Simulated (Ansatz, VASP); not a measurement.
InSe in VASP and in Ansatz

```xyz
4
Lattice="0.0000 3.6983 3.6983 3.6983 0.0000 3.6983 3.6983 3.6983 0.0000" Properties=species:S:1:pos:R:3 pbc="T T T"
In    5.5474    5.5474    5.5474
In    3.6983    3.6983    3.6983
Se    1.8491    1.8491    1.8491
Se    0.0000    0.0000    0.0000
```

Alike in both runs: functional PBE; k mesh 4 × 4 × 4; occupations gaussian, width 0.1 eV; no spin polarisation.

Ansatz relaxed the structure, and its values are those at the end. VASP's run is a single point on that final structure, the one shown.

|  | VASP | Ansatz |
| --- | --- | --- |
| version | VASP 6.6.1 | Ansatz 0.2.0 |
| potentials or method | VASP PAW PBE potentials, release 64 (In_d, Se) | scalar-relativistic, plane waves, PAW |
| plane-wave cutoff (eV) | 520 | 420 |
| valence electrons in the cell | 38 | 58 |

|  | VASP | Ansatz | Ansatz less VASP |
| --- | --- | --- | --- |
| gap on the k mesh at the Fermi level (eV) | none | none | - |
| pressure (GPa) | -0.1 | -0.1 | +0.01 |

A gap of «none» marks a metal or a gap that the smearing closes. With one functional, cell and mesh, what is left measures potentials, basis and numerics. The two sets of potentials don't hold the same shells in valence.

Caveats: the k mesh is coarse (spacing up to 0.37 Å⁻¹), so the values aren't converged.
